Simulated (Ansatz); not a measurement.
# TiO2: the cell at several levels of theory, part 3 of 3

Ansatz 0.2.0, plane waves. Earlier steps stand in the parts before.

## (4) PBEsol: cell and atoms

Start: the result of step 2.

Input file input.yaml:

```yaml
crystal:
  lattice:
    - [4.6432965252, 0.0, 0.0]
    - [0.0, 4.6432965252, 0.0]
    - [0.0, 0.0, 2.9638899083]
  atoms:
    - { symbol: Ti, position: [0.5, 0.5, 0.0] }
    - { symbol: Ti, position: [0.0, 0.0, 0.5] }
    - { symbol: O, position: [0.6948714095, 0.6948714095, 0.5] }
    - { symbol: O, position: [0.8051285905, 0.1948714095, 0.0] }
    - { symbol: O, position: [0.1948714095, 0.8051285905, 0.0] }
    - { symbol: O, position: [0.3051285905, 0.3051285905, 0.5] }
kpoints:
  mp_grid: { grid: [6, 6, 8] }
hamiltonian:
  xc: pbesol
scf:
  occupations: { method: fermi_dirac, width: 0.02 }
relax:
  f_tol: 0.005
  cell: {}
```

On the command line:

```console
$ ansatz run input.yaml --threads 4 --pin off --max-ram 6451MiB --backend cpu --events-out ev --progress --plain --runs-dir out
```

The log of the run:

```text
Warning: RAYON_NUM_THREADS=4 ignored (pool sized by the plan → 4); use --threads N
Engine: ansatz 0.2.0, aarch64-unknown-linux-gnu
Pseudopotentials: kind: paw
Pseudopotential: Ti, paw, valence charge 12, recommended cutoff 420 eV (normal), Ti.paw.azcp
Pseudopotential: O, paw, valence charge 6, recommended cutoff 420 eV (normal), O.paw.azcp
Functional definition: PBEsol
  exchange = pbesol_x
  correlation = pbesol_c
Crystal: 6 atoms, lattice volume = 63.902 Å³
Basis set: ecut = 420 eV, 1241 PW (Γ), exchange–correlation on 64×64×40 points (8 copies of the dense FFT grid, shifted against one another)
Bands: 30, of which v1, the nominal top of the filled ones, is band 24 counted from 1 (23 counted from 0)
Symmetry: 16 space group operations
Space group: P42/mnm (ITA 136), of the structure as read, at distance tolerance 4.0e-5 Å
k-points: 50 of 288
Non-local potential: Ti, projectors of the file, l = 0: 3, l = 1: 2, l = 2: 3, l = 3: 1
Non-local potential: O, projectors of the file, l = 0: 2, l = 1: 2, l = 2: 1
PAW form: soft (Blöchl's): semilocal exchange-correlation on the pseudo side does not see the compensation charge
PAW frozen core: Ti, regenerated for the run's functional, and the local potential with it (the file was generated under x = pbe(κ = 0.804, μ = 0.2195149727645171), c = pbe(β = 0.06672455060314922))
PAW frozen core: O, regenerated for the run's functional, and the local potential with it (the file was generated under x = pbe(κ = 0.804, μ = 0.2195149727645171), c = pbe(β = 0.06672455060314922))
PAW one-centre angular grid: Ti, 590 points (default); XC on 64 Gauss nodes
PAW one-centre angular grid: O, 110 points (default); XC on 64 Gauss nodes
Initial density: superposition of atomic densities (neutral atoms: chi_scale 0, normalization atom), corrected by the library's trained network
Initial wavefunctions: pseudopotential atomic-orbital guess
Functional: x = pbesol(κ = 0.804, μ = 0.12345679012345678), c = pbesol(β = 0.046)
SCF iter   1: F=—  HF=-7199.609985 eV  |F-HF|=—  |Δ(HF+E_count)|=         —  Δρ=1.96e-2  dr2=2.11e-1  ethr=1.77e-3  ⟨swp⟩=5.7  Hψ=6144  notcnv=0
preconditioner: auto → Resta (q_TF=auto, 2.601 Å⁻¹)  ε∞=9.2  [insulator: Δε(μ)=1.641 eV  Ē_g=9.180 eV  σ=0.020 eV  W_gap=1.00  n_scr=18 (ndim 8)  ℏωp=26.3 eV  f_vac=0.021  D(μ)=0.00/eV (n_scr^D=0)  ε∞_Penn≈9.2]
SCF iter   2: F=—  HF=-7199.576254 eV  |F-HF|=—  |Δ(HF+E_count)|=   3.37e-2  Δρ=9.69e-3  dr2=5.53e-2  ethr=4.40e-4  ⟨swp⟩=2.1  Hψ=2680  notcnv=0  defer=76
SCF iter   3: F=—  HF=-7199.566709 eV  |F-HF|=—  |Δ(HF+E_count)|=   9.55e-3  Δρ=2.66e-3  dr2=3.67e-3  ethr=1.15e-4  ⟨swp⟩=2.0  Hψ=2241  notcnv=0  defer=76
SCF iter   4: F=—  HF=-7199.566029 eV  |F-HF|=—  |Δ(HF+E_count)|=   6.80e-4  Δρ=6.61e-4  dr2=2.03e-4  ethr=7.64e-6  ⟨swp⟩=2.0  Hψ=2745  notcnv=0  defer=76
SCF iter   5: F=—  HF=-7199.566077 eV  |F-HF|=—  |Δ(HF+E_count)|=   4.76e-5  Δρ=1.26e-4  dr2=1.17e-5  ethr=4.23e-7  ⟨swp⟩=2.8  Hψ=2252  notcnv=0  defer=76
SCF iter   6: F=—  HF=-7199.565959 eV  |F-HF|=—  |Δ(HF+E_count)|=   1.18e-4  Δρ=4.66e-5  dr2=1.19e-6  ethr=2.44e-8  ⟨swp⟩=2.6  Hψ=2714  notcnv=0  defer=76
SCF iter   7: F=-7199.565959 eV  HF=-7199.565959 eV  |F-HF|=2.08e-8  |Δ(HF+E_count)|=   2.60e-7  Δρ=6.96e-6  dr2=3.87e-8  ethr=2.08e-10  ⟨swp⟩=2.5  Hψ=5781  notcnv=0
SCF 1 converged in 7 iterations: F = -7199.565959 eV  dr2 = 3.87e-8
relax step   1: F+E_penalty+E_count = -7199.56595879 eV  Δ(F+E_penalty+E_count) = +0.000e0 eV  max|allowed force component| = 5.001e-2 eV/Å  Δτ_max = 0.0000 Å  P = -6.786 GPa  Ω = 63.902 Å³  (7 SCF iters, dr2 threshold 1.00e-7 eV, accepted)
Crystal: 6 atoms, lattice volume = 62.525 Å³
Basis set: ecut = 420 eV, 1217 PW (Γ), exchange–correlation on 64×64×40 points (8 copies of the dense FFT grid, shifted against one another)
Initial density: handed on by an earlier stage of this run
Initial wavefunctions: those handed on with the density
iter 1 solved again at ethr=1.57e-5 eV; its pass at ethr=3.10e-3 eV (dr2=7.54e-3 eV) is discarded
SCF iter   1: F=—  HF=-7199.611669 eV  |F-HF|=—  |Δ(HF+E_count)|=         —  Δρ=3.92e-3  dr2=8.05e-3  ethr=1.57e-5  ⟨swp⟩=1.0  Hψ=8054  notcnv=0
preconditioner: auto → Resta (q_TF=auto, 2.611 Å⁻¹)  ε∞=8.9  [insulator: Δε(μ)=1.890 eV  Ē_g=9.451 eV  σ=0.020 eV  W_gap=1.00  n_scr=18 (ndim 8)  ℏωp=26.6 eV  f_vac=0.011  D(μ)=0.00/eV (n_scr^D=0)  ε∞_Penn≈8.9]
SCF iter   2: F=—  HF=-7199.610236 eV  |F-HF|=—  |Δ(HF+E_count)|=   1.43e-3  Δρ=1.89e-3  dr2=2.55e-3  ethr=1.57e-5  ⟨swp⟩=2.0  Hψ=2600  notcnv=0
SCF iter   3: F=—  HF=-7199.609889 eV  |F-HF|=—  |Δ(HF+E_count)|=   3.47e-4  Δρ=7.59e-4  dr2=4.80e-4  ethr=5.32e-6  ⟨swp⟩=2.0  Hψ=2362  notcnv=0
SCF iter   4: F=—  HF=-7199.609681 eV  |F-HF|=—  |Δ(HF+E_count)|=   2.08e-4  Δρ=2.67e-4  dr2=7.48e-5  ethr=1.00e-6  ⟨swp⟩=2.5  Hψ=2247  notcnv=0
SCF iter   5: F=—  HF=-7199.609687 eV  |F-HF|=—  |Δ(HF+E_count)|=   6.23e-6  Δρ=6.24e-5  dr2=2.89e-6  ethr=1.56e-7  ⟨swp⟩=2.1  Hψ=2086  notcnv=0
SCF iter   6: F=-7199.609690 eV  HF=-7199.609690 eV  |F-HF|=4.97e-8  |Δ(HF+E_count)|=   2.15e-6  Δρ=1.26e-5  dr2=1.22e-7  ethr=1.25e-9  ⟨swp⟩=4.1  Hψ=4895  notcnv=0
SCF 2 converged in 6 iterations: F = -7199.609690 eV  dr2 = 1.22e-7
relax step   2: F+E_penalty+E_count = -7199.60968966 eV  Δ(F+E_penalty+E_count) = -4.373e-2 eV  max|allowed force component| = 4.996e-3 eV/Å  Δτ_max = 0.0019 Å  P = -1.791 GPa  Ω = 62.525 Å³  energy of the carried Pulay correction = +6.757e-3 eV  (6 SCF iters, dr2 threshold 6.00e-7 eV, accepted)
Crystal: 6 atoms, lattice volume = 62.016 Å³
Basis set: ecut = 420 eV, 1185 PW (Γ), exchange–correlation on 64×64×40 points (8 copies of the dense FFT grid, shifted against one another)
iter 1 solved again at ethr=2.95e-6 eV; its pass at ethr=3.10e-3 eV (dr2=1.42e-3 eV) is discarded
SCF iter   1: F=—  HF=-7199.615487 eV  |F-HF|=—  |Δ(HF+E_count)|=         —  Δρ=1.55e-3  dr2=1.26e-3  ethr=2.95e-6  ⟨swp⟩=2.3  Hψ=8008  notcnv=0
preconditioner: auto → Resta (q_TF=auto, 2.614 Å⁻¹)  ε∞=8.9  [insulator: Δε(μ)=1.888 eV  Ē_g=9.490 eV  σ=0.020 eV  W_gap=1.00  n_scr=18 (ndim 8)  ℏωp=26.7 eV  f_vac=0.012  D(μ)=0.00/eV (n_scr^D=0)  ε∞_Penn≈8.9]
SCF iter   2: F=—  HF=-7199.615274 eV  |F-HF|=—  |Δ(HF+E_count)|=   2.13e-4  Δρ=7.50e-4  dr2=3.76e-4  ethr=2.63e-6  ⟨swp⟩=2.0  Hψ=2393  notcnv=0
SCF iter   3: F=—  HF=-7199.615071 eV  |F-HF|=—  |Δ(HF+E_count)|=   2.04e-4  Δρ=2.93e-4  dr2=6.60e-5  ethr=7.84e-7  ⟨swp⟩=2.1  Hψ=1895  notcnv=0
SCF iter   4: F=—  HF=-7199.615066 eV  |F-HF|=—  |Δ(HF+E_count)|=   5.06e-6  Δρ=9.61e-5  dr2=8.52e-6  ethr=1.38e-7  ⟨swp⟩=2.6  Hψ=2293  notcnv=0
SCF iter   5: F=-7199.615068 eV  HF=-7199.615067 eV  |F-HF|=2.01e-7  |Δ(HF+E_count)|=   1.71e-6  Δρ=2.22e-5  dr2=3.47e-7  ethr=1.25e-9  ⟨swp⟩=3.0  Hψ=5465  notcnv=0
SCF 3 converged in 5 iterations: F = -7199.615068 eV  dr2 = 3.47e-7
relax step   3: F+E_penalty+E_count = -7199.61506766 eV  Δ(F+E_penalty+E_count) = -5.378e-3 eV  max|allowed force component| = 1.832e-2 eV/Å  Δτ_max = 0.0012 Å  P = +0.109 GPa  Ω = 62.016 Å³  energy of the carried Pulay correction = +9.292e-3 eV  (5 SCF iters, dr2 threshold 6.00e-7 eV, accepted)
Crystal: 6 atoms, lattice volume = 62.012 Å³
iter 1 solved again at ethr=5.71e-8 eV; its pass at ethr=3.10e-3 eV (dr2=2.74e-5 eV) is discarded
SCF iter   1: F=—  HF=-7199.615302 eV  |F-HF|=—  |Δ(HF+E_count)|=         —  Δρ=2.30e-4  dr2=2.87e-5  ethr=5.71e-8  ⟨swp⟩=1.2  Hψ=6662  notcnv=0
preconditioner: auto → Resta (q_TF=auto, 2.614 Å⁻¹)  ε∞=8.9  [insulator: Δε(μ)=1.869 eV  Ē_g=9.480 eV  σ=0.020 eV  W_gap=1.00  n_scr=18 (ndim 8)  ℏωp=26.7 eV  f_vac=0.013  D(μ)=0.00/eV (n_scr^D=0)  ε∞_Penn≈8.9]
SCF iter   2: F=—  HF=-7199.615153 eV  |F-HF|=—  |Δ(HF+E_count)|=   1.49e-4  Δρ=1.33e-4  dr2=9.78e-6  ethr=5.71e-8  ⟨swp⟩=1.2  Hψ=1525  notcnv=0
SCF iter   3: F=—  HF=-7199.615151 eV  |F-HF|=—  |Δ(HF+E_count)|=   1.90e-6  Δρ=1.08e-4  dr2=6.99e-6  ethr=2.04e-8  ⟨swp⟩=2.0  Hψ=2300  notcnv=0
SCF iter   4: F=-7199.615150 eV  HF=-7199.615150 eV  |F-HF|=1.25e-8  |Δ(HF+E_count)|=   1.26e-6  Δρ=1.55e-5  dr2=6.14e-8  ethr=3.86e-10  ⟨swp⟩=3.3  Hψ=5878  notcnv=0
SCF 4 converged in 4 iterations: F = -7199.615150 eV  dr2 = 6.14e-8
relax step   4: F+E_penalty+E_count = -7199.61514981 eV  Δ(F+E_penalty+E_count) = -8.215e-5 eV  max|allowed force component| = 3.892e-3 eV/Å  Δτ_max = 0.0016 Å  P = +0.041 GPa  Ω = 62.012 Å³  energy of the carried Pulay correction = +9.311e-3 eV  (4 SCF iters, dr2 threshold 1.85e-7 eV, accepted)
Crystal: 6 atoms, lattice volume = 62.019 Å³
iter 1 solved again at ethr=4.86e-9 eV; its pass at ethr=3.10e-3 eV (dr2=2.33e-6 eV) is discarded
SCF iter   1: F=—  HF=-7199.615290 eV  |F-HF|=—  |Δ(HF+E_count)|=         —  Δρ=7.12e-5  dr2=2.59e-6  ethr=4.86e-9  ⟨swp⟩=3.0  Hψ=8377  notcnv=0
preconditioner: auto → Resta (q_TF=auto, 2.614 Å⁻¹)  ε∞=8.9  [insulator: Δε(μ)=1.869 eV  Ē_g=9.479 eV  σ=0.020 eV  W_gap=1.00  n_scr=18 (ndim 8)  ℏωp=26.7 eV  f_vac=0.013  D(μ)=0.00/eV (n_scr^D=0)  ε∞_Penn≈8.9]
SCF iter   2: F=—  HF=-7199.615145 eV  |F-HF|=—  |Δ(HF+E_count)|=   1.44e-4  Δρ=4.05e-5  dr2=7.35e-7  ethr=4.86e-9  ⟨swp⟩=2.3  Hψ=2116  notcnv=0
SCF iter   3: F=—  HF=-7199.615145 eV  |F-HF|=—  |Δ(HF+E_count)|=   1.08e-7  Δρ=2.28e-5  dr2=3.34e-7  ethr=1.53e-9  ⟨swp⟩=2.0  Hψ=2207  notcnv=0
SCF iter   4: F=-7199.615145 eV  HF=-7199.615145 eV  |F-HF|=2.51e-9  |Δ(HF+E_count)|=   4.94e-8  Δρ=4.99e-6  dr2=1.30e-8  ethr=1.96e-10  ⟨swp⟩=2.7  Hψ=5504  notcnv=0
SCF 5 converged in 4 iterations: F = -7199.615145 eV  dr2 = 1.30e-8
relax step   5: F+E_penalty+E_count = -7199.61514525 eV  Δ(F+E_penalty+E_count) = +4.557e-6 eV  max|allowed force component| = 3.991e-5 eV/Å  Δτ_max = 0.0003 Å  P = -0.000 GPa  Ω = 62.019 Å³  energy of the carried Pulay correction = +9.279e-3 eV  (4 SCF iters, dr2 threshold 9.43e-8 eV, accepted)
Initial wavefunctions: pseudopotential atomic-orbital guess (no wavefunctions were taken with the density)
iter 1 solved again at ethr=2.71e-8 eV; its pass at ethr=3.10e-3 eV (dr2=1.30e-5 eV) is discarded
SCF iter   1: F=—  HF=-7199.607503 eV  |F-HF|=—  |Δ(HF+E_count)|=         —  Δρ=2.58e-4  dr2=6.27e-6  ethr=2.71e-8  ⟨swp⟩=3.0  Hψ=9874  notcnv=0
preconditioner: auto → Resta (q_TF=auto, 2.614 Å⁻¹)  ε∞=8.9  [insulator: Δε(μ)=1.868 eV  Ē_g=9.478 eV  σ=0.020 eV  W_gap=1.00  n_scr=18 (ndim 8)  ℏωp=26.7 eV  f_vac=0.014  D(μ)=0.00/eV (n_scr^D=0)  ε∞_Penn≈8.9]
SCF iter   2: F=—  HF=-7199.607363 eV  |F-HF|=—  |Δ(HF+E_count)|=   1.40e-4  Δρ=1.28e-4  dr2=2.76e-6  ethr=1.31e-8  ⟨swp⟩=2.0  Hψ=2300  notcnv=0
SCF iter   3: F=—  HF=-7199.607365 eV  |F-HF|=—  |Δ(HF+E_count)|=   1.48e-6  Δρ=6.40e-5  dr2=4.79e-7  ethr=5.75e-9  ⟨swp⟩=2.0  Hψ=1879  notcnv=0
SCF iter   4: F=—  HF=-7199.607365 eV  |F-HF|=—  |Δ(HF+E_count)|=   4.60e-7  Δρ=7.51e-6  dr2=1.04e-8  ethr=9.99e-10  ⟨swp⟩=2.0  Hψ=2263  notcnv=0
SCF iter   5: F=—  HF=-7199.607365 eV  |F-HF|=—  |Δ(HF+E_count)|=   6.52e-9  Δρ=8.69e-7  dr2=4.43e-10  ethr=2.16e-11  ⟨swp⟩=2.4  Hψ=2435  notcnv=0
SCF iter   6: F=-7199.607365 eV  HF=-7199.607365 eV  |F-HF|=2.73e-12  |Δ(HF+E_count)|=  3.55e-11  Δρ=1.84e-7  dr2=1.87e-11  ethr=1.00e-12  ⟨swp⟩=4.0  Hψ=4902  notcnv=0
SCF 6 converged in 6 iterations: F = -7199.607365 eV  dr2 = 1.87e-11
relax step   6: F+E_penalty+E_count = -7199.60736523 eV  Δ(F+E_penalty+E_count) = +7.780e-3 eV  max|allowed force component| = 1.515e-4 eV/Å  Δτ_max = 0.0000 Å  P = -0.235 GPa  Ω = 62.019 Å³  stress off target by 2.46e-1 GPa  SCF on the basis re-selected at this cell (its energy is not comparable with the rows above)  (6 SCF iters)
basis re-selected at this cell: Δ(F+E_penalty+E_count) = +7.780e-3 eV, ΔP = -0.234 GPa vs the last step (what re-selecting the basis moved, of the pressure what is left beyond the Pulay correction that the steps carried, after the strain that the cell walked since its last selection, with what the two solves' SCF thresholds leave and, on support functions, any second-order correction that the steps lacked; it is no measure of the basis error at this ecutwfc). This SCF's stress stands 2.46e-1 GPa from its target on what of the cell is left free (relax.cell.stress_tol is 5.00e-2 GPa) and its largest allowed force component is 1.51e-4 eV/Å (relax.f_tol is 5.00e-3 eV/Å): not within both, so this SCF does not close the relaxation
Crystal: 6 atoms, lattice volume = 61.953 Å³
iter 1 solved again at ethr=5.49e-8 eV; its pass at ethr=3.10e-3 eV (dr2=2.64e-5 eV) is discarded
SCF iter   1: F=—  HF=-7199.607889 eV  |F-HF|=—  |Δ(HF+E_count)|=         —  Δρ=2.15e-4  dr2=2.46e-5  ethr=5.49e-8  ⟨swp⟩=2.0  Hψ=7854  notcnv=0
preconditioner: auto → Resta (q_TF=auto, 2.615 Å⁻¹)  ε∞=8.9  [insulator: Δε(μ)=1.871 eV  Ē_g=9.485 eV  σ=0.020 eV  W_gap=1.00  n_scr=18 (ndim 8)  ℏωp=26.7 eV  f_vac=0.013  D(μ)=0.00/eV (n_scr^D=0)  ε∞_Penn≈8.9]
SCF iter   2: F=—  HF=-7199.607741 eV  |F-HF|=—  |Δ(HF+E_count)|=   1.48e-4  Δρ=1.07e-4  dr2=7.08e-6  ethr=5.12e-8  ⟨swp⟩=2.0  Hψ=2300  notcnv=0
SCF iter   3: F=—  HF=-7199.607740 eV  |F-HF|=—  |Δ(HF+E_count)|=   9.95e-7  Δρ=4.18e-5  dr2=1.17e-6  ethr=1.48e-8  ⟨swp⟩=2.1  Hψ=1914  notcnv=0
SCF iter   4: F=-7199.607740 eV  HF=-7199.607740 eV  |F-HF|=1.76e-8  |Δ(HF+E_count)|=   9.07e-8  Δρ=1.23e-5  dr2=1.16e-7  ethr=3.15e-10  ⟨swp⟩=2.2  Hψ=5327  notcnv=0
SCF 7 converged in 4 iterations: F = -7199.607740 eV  dr2 = 1.16e-7
relax step   7: F+E_penalty+E_count = -7199.60773995 eV  Δ(F+E_penalty+E_count) = -3.747e-4 eV  max|allowed force component| = 1.430e-4 eV/Å  Δτ_max = 0.0002 Å  P = +0.000 GPa  Ω = 61.953 Å³  energy of the carried Pulay correction = +3.256e-4 eV  (4 SCF iters, dr2 threshold 1.51e-7 eV, accepted)
iter 1 solved again at ethr=1.16e-8 eV; its pass at ethr=3.10e-3 eV (dr2=5.59e-6 eV) is discarded
SCF iter   1: F=—  HF=-7199.607391 eV  |F-HF|=—  |Δ(HF+E_count)|=         —  Δρ=2.04e-5  dr2=1.37e-7  ethr=1.16e-8  ⟨swp⟩=3.0  Hψ=10083  notcnv=0
preconditioner: auto → Resta (q_TF=auto, 2.615 Å⁻¹)  ε∞=8.9  [insulator: Δε(μ)=1.869 eV  Ē_g=9.484 eV  σ=0.020 eV  W_gap=1.00  n_scr=18 (ndim 8)  ℏωp=26.7 eV  f_vac=0.013  D(μ)=0.00/eV (n_scr^D=0)  ε∞_Penn≈8.9]
SCF iter   2: F=—  HF=-7199.607247 eV  |F-HF|=—  |Δ(HF+E_count)|=   1.44e-4  Δρ=1.15e-5  dr2=6.45e-8  ethr=2.85e-10  ⟨swp⟩=2.1  Hψ=2272  notcnv=0
SCF iter   3: F=—  HF=-7199.607247 eV  |F-HF|=—  |Δ(HF+E_count)|=   2.78e-8  Δρ=7.14e-6  dr2=3.17e-8  ethr=1.34e-10  ⟨swp⟩=2.0  Hψ=2196  notcnv=0
SCF iter   4: F=—  HF=-7199.607247 eV  |F-HF|=—  |Δ(HF+E_count)|=   2.56e-9  Δρ=2.16e-6  dr2=2.09e-9  ethr=6.61e-11  ⟨swp⟩=2.1  Hψ=1987  notcnv=0
SCF iter   5: F=—  HF=-7199.607247 eV  |F-HF|=—  |Δ(HF+E_count)|=  7.81e-10  Δρ=7.21e-7  dr2=3.07e-10  ethr=4.36e-12  ⟨swp⟩=2.0  Hψ=2204  notcnv=0
SCF iter   6: F=-7199.607247 eV  HF=-7199.607247 eV  |F-HF|=4.55e-12  |Δ(HF+E_count)|=  1.37e-10  Δρ=1.93e-7  dr2=1.55e-11  ethr=1.00e-12  ⟨swp⟩=2.6  Hψ=5337  notcnv=0
SCF 8 converged in 6 iterations: F = -7199.607247 eV  dr2 = 1.55e-11
relax step   8: F+E_penalty+E_count = -7199.60724714 eV  Δ(F+E_penalty+E_count) = +4.928e-4 eV  max|allowed force component| = 1.352e-4 eV/Å  Δτ_max = 0.0000 Å  P = -0.005 GPa  Ω = 61.953 Å³  stress off target by 5.68e-3 GPa  SCF on the basis re-selected at this cell (its energy is not comparable with the rows above)  (6 SCF iters)
basis re-selected at this cell: Δ(F+E_penalty+E_count) = +4.928e-4 eV, ΔP = -0.005 GPa vs the last step (what re-selecting the basis moved, of the pressure what is left beyond the Pulay correction that the steps carried, after the strain that the cell walked since its last selection, with what the two solves' SCF thresholds leave and, on support functions, any second-order correction that the steps lacked; it is no measure of the basis error at this ecutwfc). This SCF's stress stands 5.68e-3 GPa from its target on what of the cell is left free (relax.cell.stress_tol is 5.00e-2 GPa) and its largest allowed force component is 1.35e-4 eV/Å (relax.f_tol is 5.00e-3 eV/Å): within both
SCF converged after 6 iterations
Free energy (F): -7199.607247 eV
Harris-Foulkes:  -7199.607247 eV  (|F-HF|=4.55e-12)
Internal energy: -7199.607247 eV  (E = F + TS)
E sigma→0 (E₀):  -7199.607247 eV
Fermi energy:    10.044462 eV
--- Per-component energies (eV) ---
  E_band       = -389.003521
  E_kinetic    = 1244.334169
  E_local      = -3071.367628  (includes V_loc(G=0)·N_el)
  E_nonlocal   = 200.169593
  E_hartree    = 1166.321062
  E_xc         = -487.099945
  E_vxc        = -620.062055  (∫ρ·V_xc dr)
  E_paw        = -2648.709262  (= ΣΔE_a)
  E_vpaw       = -474.729678  (= ΣTr[D̂ρ^β])
  E_aug_tail   = 0.010014  (compensation charges beyond the density's cutoff)
  E_ewald      = -3603.685170
  E_core_change = 0.419920  (= ΣΔE_core)
  E_smearing   = -0.000000  (= −TS)
  E_closure    = -0.000000  (closes the sum)
  Σ components = -7199.607247   (vs F -7199.607247, Δ=0.00e0)
--- Forces (eV/Å), atoms counted from 1 ---
  atom   1  Ti     0.00000000    -0.00000000     0.00000000
  atom   2  Ti    -0.00000000    -0.00000000     0.00000000
  atom   3  O      0.00013522     0.00013522     0.00000000
  atom   4  O     -0.00013522     0.00013522     0.00000000
  atom   5  O      0.00013522    -0.00013522    -0.00000000
  atom   6  O     -0.00013522    -0.00013522    -0.00000000
  max |Σ_I F_I| component: 1.52e-18 eV/Å
--- Stress (GPa, compression-positive) ---
       -0.005675      -0.000000      -0.000000
       -0.000000      -0.005675       0.000000
       -0.000000       0.000000      -0.002320
  P = ⅓ Tr σ = -0.0046 GPa (-0.046 kbar)
--- Relaxed structure (6 steps of the walk, 6 accepted, 2 SCFs on fresh bases) ---
  F+E_penalty+E_count = -7199.60724714 eV   max|allowed force component| = 1.352e-4 eV/Å   (the final SCF, on the basis selected at the relaxed cell)
  cell:  # Å, volume = 61.9535 Å³
    - [4.591274389817656, -1.7684758986137483e-33, -6.291020453732752e-34]
    - [-4.2639142219540965e-34, 4.591274389817656, -9.226830775376078e-34]
    - [-3.5694746596620527e-34, -5.889632607418088e-34, 2.9389965623510026]
  atoms:
    - { symbol: Ti, position: [0.5, 0.5, 1.0165160316658189e-35] }
    - { symbol: Ti, position: [-1.5566558034812213e-20, -1.4593648157636492e-20, 0.49999999999999994] }
    - { symbol: O, position: [0.6955587255745126, 0.6955587255745126, 0.49999999999999994] }
    - { symbol: O, position: [0.8044412744254875, 0.1955587255745126, 2.0963687415550337e-35] }
    - { symbol: O, position: [0.1955587255745126, 0.8044412744254875, -6.83835154014234e-35] }
    - { symbol: O, position: [0.30444127442548746, 0.30444127442548746, 0.49999999999999994] }
```

Run time: 8.1 s. Hardware: 4 threads of Arm Neoverse V2, shared host; peak memory 0.41 GiB.

The path of the relaxation:

| step | energy change (meV/atom) | largest force (eV/Å) | pressure (GPa) | volume (Å³/atom) |
| --- | --- | --- | --- | --- |
| 1 | 0.0 | 0.0500 | -6.79 | 10.650 |
| 2 | -7.3 | 0.0050 | -1.79 | 10.421 |
| 3 | -8.2 | 0.0183 | 0.11 | 10.336 |
| 4 | -8.2 | 0.0039 | 0.04 | 10.335 |
| 5 | -8.2 | 0.0000 | 0.00 | 10.336 |
| 6 | -6.9 | 0.0002 | -0.23 | 10.336 |
| 7 | -7.0 | 0.0001 | 0.00 | 10.326 |
| 8 | -6.9 | 0.0001 | 0.00 | 10.326 |

Steps 6, 8 solve the same cell on a plane-wave basis chosen anew, so the energy can jump there without a move.

The table lists every geometry solved, with passes on a fresh basis, whose energies don't compare exactly with the rows above.

|  | before | after | change |
| --- | --- | --- | --- |
| a (Å) | 4.643 | 4.591 | -1.12 % |
| c (Å) | 2.964 | 2.939 | -0.84 % |
| volume (Å³/atom) | 10.650 | 10.326 | -3.05 % |
| shortest distance (Å) | 1.958 | 1.942 | -0.81 % |
| space group | P4_2/mnm | P4_2/mnm | same |

## (5) The cells side by side

What follows sums up all 3 parts.

| level | a (Å) | c (Å) | volume (Å³/atom) | space group | SCF geometries |
| --- | --- | --- | --- | --- | --- |
| PBE | 4.643 | 2.964 | 10.650 | P4_2/mnm | 8 |
| r2SCAN | 4.597 | 2.954 | 10.402 | P4_2/mnm | 6 |
| PBEsol | 4.591 | 2.939 | 10.326 | P4_2/mnm | 8 |

**Reading.** The first relaxation changed the volume by +2.1 % from the start. PBEsol gives the smallest cell and PBE the largest; they differ by 3.1 % in volume, a mean of 1.0 % in length. A measured a is 4.593 Å (quoted in “Hydrogen related defects in titanium dioxide at the interface to palladium”, 2021, arxiv:2112.05953); the misses are PBE +1.1 %, r2SCAN +0.1 %, PBEsol -0.0 %. 3 values of this kind are on record in papers (4.592 to 4.594 Å); this one was drawn at random. A measured c is 2.958 Å (300 K; powder; quoted in “Phonon quarticity induced by changes in phonon-tracked hybridization during lattice expansion and its stabilization of rutile TiO2”, 2015, arxiv:1502.04667); the misses are PBE +0.2 %, r2SCAN -0.2 %, PBEsol -0.6 %. 2 values of this kind are on record in papers (2.958 to 2.959 Å); this one was drawn at random. The calculation is for a static lattice, without the thermal expansion and zero-point motion that a measured cell holds.
